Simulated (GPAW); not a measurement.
# ZrC (P6_3/mmc) in GPAW: single point with PBEsol

Aim: the single point of ZrC with PBEsol.

Everything below comes from runs of GPAW 26.7.0. Logs are shortened: lines on timing, memory, paths and dates and some standing lists are left out, and cuts for length are marked. The log counts tension as positive stress, the text compression.

**1. The crystal as given**

Symmetry: P6_3/mmc, No. 194, hexagonal system. The conventional cell has a = 3.391 Å, b = 3.391 Å, c = 5.290 Å, α = 90.00°, β = 90.00°, γ = 120.00°. Zr (site symmetry -6m2) has 6 C at 2.36 Å as nearest neighbours. Around C (site symmetry -3m) lie 6 Zr at 2.36 Å and 2 C at 2.65 Å.

The cell comes from a database or a generator and needn't be the stable form of this composition.

**2. Single point, PBEsol**

run.py

```python
from ase import Atoms
from ase.dft.bandgap import bandgap
from ase.io import write
from ase.units import GPa
from gpaw import GPAW, PW, setup_paths

setup_paths.insert(0, '.')

atoms = Atoms(['Zr', 'Zr', 'C', 'C'],
              cell=[[3.3914762718, 0.0, 0.0],
                    [-1.6957381359, 2.9371046077, 0.0],
                    [0.0, 0.0, 5.290053]],
              scaled_positions=[[0.6666666667, 0.3333333333, 0.75],
                                [0.3333333333, 0.6666666667, 0.25],
                                [0.0, 0.0, 0.5],
                                [0.0, 0.0, 0.0]],
              pbc=True)

calc = GPAW(mode=PW(600),
            xc='PBEsol',
            kpts={'size': (7, 7, 4), 'gamma': True},
            occupations={'name': 'fermi-dirac', 'width': 0.05},
            nbands=31,
            maxiter=120,
            txt='gpaw.txt')
atoms.calc = calc
energy = atoms.get_potential_energy()
forces = atoms.get_forces()
stress = atoms.get_stress()
calc.write('gs.gpw')
write('result.traj', atoms)
print(f'Energy: {energy:.6f} eV')
print('Forces (eV/A):')
print(forces.round(4))
print('Stress (GPa):', (stress / GPa).round(3))
print('Fermi level:', round(calc.get_fermi_level(), 4), 'eV')
print(f'Gap: {bandgap(calc)[0]:.4f} eV, direct: {bandgap(calc, direct=True)[0]:.4f} eV')
```

Potentials or basis: PAW data sets generated in the run's folder for this functional, pw.

Command:

```console
gpaw-setup -f PBEsol C Zr
OMP_NUM_THREADS=1 python run.py
```

gpaw.txt:

```text
__  _  _
 | _ |_)|_||  |
 |__||  | ||/\| - 26.7.0

Input parameters:
  mode=PW(ecut=600.0),
  kpts=MonkhorstPack(size=(7, 7, 4), gamma=True),
  maxiter=120,
  nbands=31,
  occupations=Occupations(name='fermi-dirac', width=0.05),
  xc=XC(name='PBEsol')

Diagonalizing LCAO Hamiltonian
Converting LCAO to pw mode

            Zr

       C Zr

       C

Atoms  # Å, Bohr magnetons
|   | symbol |         x |        y |        z |    initial magnetic moments |
|---|--------|-----------|----------|----------|-----------------------------|
| 0 |     Zr |  1.695738 | 0.979035 | 3.967540 | ( 0.0000,  0.0000,  0.0000) |
| 1 |     Zr | -0.000000 | 1.958070 | 1.322513 | ( 0.0000,  0.0000,  0.0000) |
| 2 |      C |  0.000000 | 0.000000 | 2.645027 | ( 0.0000,  0.0000,  0.0000) |
| 3 |      C |  0.000000 | 0.000000 | 0.000000 | ( 0.0000,  0.0000,  0.0000) |

Unit cell  # Å
| periodic |         x |        y |        z |  lengths |     angles |
|----------|-----------|----------|----------|----------|------------|
|      yes |  3.391476 | 0.000000 | 0.000000 | 3.391476 |  90.000000 |
|      yes | -1.695738 | 2.937105 | 0.000000 | 3.391476 |  90.000000 |
|      yes |  0.000000 | 0.000000 | 5.290053 | 5.290053 | 120.000000 |

Number of symmetries: 12
Symmetry operations  # r_c * U_cc + t_c -> r_c
|    | kind |            matrix            |
|----|------|------------------------------|
|  0 |  σ   |  1, 1, 0,  0,-1, 0,  0, 0, 1 |
|  1 |  S6  |  1, 1, 0, -1, 0, 0,  0, 0,-1 |
|  2 |  E   |  1, 0, 0,  0, 1, 0,  0, 0, 1 |
|  3 |  C2  |  1, 0, 0, -1,-1, 0,  0, 0,-1 |
|  4 |  C2  |  0, 1, 0,  1, 0, 0,  0, 0,-1 |
|  5 |  C3  |  0, 1, 0, -1,-1, 0,  0, 0, 1 |
|  6 |  S6  |  0,-1, 0,  1, 1, 0,  0, 0,-1 |
|  7 |  σ   |  0,-1, 0, -1, 0, 0,  0, 0, 1 |
|  8 |  σ   | -1, 0, 0,  1, 1, 0,  0, 0, 1 |
|  9 |  i   | -1, 0, 0,  0,-1, 0,  0, 0,-1 |
| 10 |  C3  | -1,-1, 0,  1, 0, 0,  0, 0, 1 |
| 11 |  C2  | -1,-1, 0,  0, 1, 0,  0, 0,-1 |

BZ-sampling:
  Number of BZ points: 196
  Number of IBZ points: 28

  Monkhorst-Pack size: [7, 7, 4]
  Monkhorst-Pack shift: [0.0, 0.0, 0.125]

K-points  # in reciprocal-cell coordinates
|     |                                coordinates |     weight |
|-----|--------------------------------------------|------------|
|   0 | (  0.00000000,   0.00000000,   0.00000000) | 0.00510204 |
|   1 | (  0.00000000,   0.00000000,   0.25000000) | 0.01020408 |
|   2 | (  0.00000000,   0.00000000,   0.50000000) | 0.00510204 |
|   3 | (  0.14285714,   0.00000000,  -0.25000000) | 0.03061224 |
|   4 | (  0.14285714,   0.00000000,   0.00000000) | 0.03061224 |
|   5 | (  0.14285714,   0.00000000,   0.25000000) | 0.03061224 |
|   6 | (  0.14285714,   0.00000000,   0.50000000) | 0.03061224 |
|   7 | (  0.28571429,  -0.14285714,   0.00000000) | 0.03061224 |
|   8 | (  0.28571429,  -0.14285714,   0.25000000) | 0.06122449 |
|   9 | (  0.28571429,  -0.14285714,   0.50000000) | 0.03061224 |
| ... |                                            |            |
|  27 | (  0.42857143,   0.42857143,   0.50000000) | 0.03061224 |

Plane wave coefficients: 1773
Cutoff: 600.0 eV

Spin-components: 1 (collinear spins)
Bands:           31
Projectors:      22
Spin-degeneracy: 2
Datatype:        complex128

Parallelization:
  kpt:    1
  domain: 1
  band:   1

Density:
  Valence electrons: 32.0
  Components: 1
  Grid points: [20 20 30]
  Charge: 0.0  # |e|

Potential:
  Grid points: [20 20 30]

species:
  Zr:
    name:    Zirconium
    Z:       40.0
    valence: 12
    core:    28
    charge:  0.0  # [|e|]
    compensation charges:
      type: gauss
      rc: 0.40  # [Å]
      lmax: 2
    cutoffs:
      filter: 2.39  # [Å]
      core: 1.59  # [Å]
    projectors
    | kind |    occ | energy [eV] | rcut [Å] |
    |------|--------|-------------|----------|
    |   4s |  2.000 |     -54.429 |    1.323 |
    |   5s |  2.000 |      -4.463 |    1.323 |
    |   4p |  6.000 |     -32.434 |    1.334 |
    |   5p |  0.000 |      -1.454 |    1.334 |
    |   4d |  2.000 |      -3.613 |    1.244 |
    |    d |        |      23.598 |    1.244 |

    Using partial waves for Zr as LCAO basis

  C:
    name:    Carbon
    Z:       6.0
    valence: 4
    core:    2
    charge:  0.0  # [|e|]
    compensation charges:
      type: gauss
      rc: 0.20  # [Å]
      lmax: 2
    cutoffs:
      filter: 1.14  # [Å]
      core: 1.14  # [Å]
    projectors
    | kind |    occ | energy [eV] | rcut [Å] |
    |------|--------|-------------|----------|
    |   2s |  2.000 |     -13.648 |    0.635 |
    |   2p |  2.000 |      -5.232 |    0.635 |
    |    s |        |      13.563 |    0.635 |
    |    p |        |      21.979 |    0.635 |
    |    d |        |       0.000 |    0.635 |

    Using partial waves for C as LCAO basis

Reference energy: -197721.625692  # eV

eigensolver:
  PPCG
  Converge bands: occupied
  niter=2

density mixing:
  MSR1-Mixer
  Pratt-step length: 0.05
  Maximum mixing coefficient: 0.75
  Old densities: 10
  SVD Regularization: 0.005
  Good broyden scale: 1.0
  Trust region scale: 1.0
  Backstep threshold: 4.0
  History deletion threshold: 6.0
  Fourier metric: weight=20.0, sigma=0.015

occupation numbers:
  Fermi-Dirac:
    width: 0.0500  # eV

poisson solver:
  ecut: 4800.0  # eV

xc functional:
  name: PBEsol with 2 nearest neighbor stencil

convergence criteria:
- Maximum [total energy] change in last 3 cyles: 0.0005 eV / valence electron
- Maximum integral of absolute [dens]ity change: 0.0001 electrons / valence electron
- Maximum integral of absolute [eigenst]ate change: 4e-08 eV^2 / valence electron
maximum number of iterations: 120

SCF iterations
|iter     | |      energy | eigst |  dens |
|---------|-|-------------|-------|-------|
|iter:   1| |  -41.396302 | +0.14 |       |
|iter:   2| |  -40.308701 | -1.41 | -0.84 |
|iter:   3| |  -38.261569 | -1.01 | -0.92 |
|iter:   4| |  -38.257720 | -2.77 | -1.60 |
|iter:   5| |  -38.262467c| -3.16 | -1.82 |
|iter:   6| |  -38.262551c| -4.55 | -2.82 |
|iter:   7| |  -38.262564c| -5.81 | -3.45 |
|iter:   8| |  -38.262564c| -7.03 | -3.99 |
|iter:   9| |  -38.262564c| -7.63c| -4.16c|

Converged in 9 steps
Energy contributions relative to reference atoms: (reference = -197721.625692)

Energy contributions:
  Kinetic:          17.362976
  Coulomb:         -22.122780
  Zero:              0.722106
  External:          0.000000
  Xc:              -34.223119
  Entropy:          -0.003494
  Spinorbit:         0.000000
  ----------------------------
  Free energy:     -38.264311
  Extrapolated:    -38.262564

dipole moment: (-6.751942, -11.694706, -10.531733)  # |e|*Ang

Fermi level: 10.445
Eigenvalues  # (at kpt = [0.000, 0.000, 0.000])
| band index |      eig [eV] | occ [0-2] |
|------------|---------------|-----------|
|          0 |       -37.781 |     2.000 |
|        ... |               |           |
|          7 |       -15.480 |     2.000 |
|          8 |        -1.303 |     2.000 |
|          9 |         2.397 |     2.000 |
|         10 |         4.575 |     2.000 |
|         11 |         7.668 |     2.000 |
|         12 |         7.668 |     2.000 |
[... 8 lines left out ...]
|         21 |        13.689 |     0.000 |
|         22 |        14.794 |     0.000 |
|        ... |               |           |
|         30 |        24.080 |     0.000 |

No gap
No difference between direct/indirect transitions

Forces  # eV/Ang
|       x |        y |        z |
|---------|----------|----------|
| 0.00000 |  0.00000 |  0.00004 |  # Zr   0
| 0.00000 | -0.00000 | -0.00004 |  # Zr   1
| 0.00000 | -0.00000 |  0.00000 |  # C    2
| 0.00000 | -0.00000 |  0.00000 |  # C    3

Stress tensor  # eV/Ang^3
|        x |         y |         z |
|----------|-----------|-----------|
| 0.061866 |  0.000000 |  0.000000 |
| 0.000000 |  0.061866 | -0.000000 |
| 0.000000 | -0.000000 |  0.039577 |

# Writing to gs.gpw (mode='')
```

Run time: 24 s. Hardware: 1 thread of Arm Neoverse V2, shared host; peak memory 0.18 GiB.

Results:

```
Free energy            : -38.2643 eV
Pressure               : -8.7 GPa
Band gap on the k mesh : none (metal or under the smearing width)
```

Levels at points of the mesh, in eV from the Fermi level:
| k point | band 14 | band 15 | band 16 | band 17 | band 18 | band 19 |
| --- | --- | --- | --- | --- | --- | --- |
| (0.00, 0.00, 0.00) | -1.06 | -1.06 | 0.95 | 1.25 | 1.25 | 1.65 |
| (0.00, 0.00, 0.50) | -2.39 | -2.39 | -2.39 | 3.40 | 3.40 | 3.40 |

Caveat: the cutoff is short for stress and forces, so pressures can be off by a GPa or more.
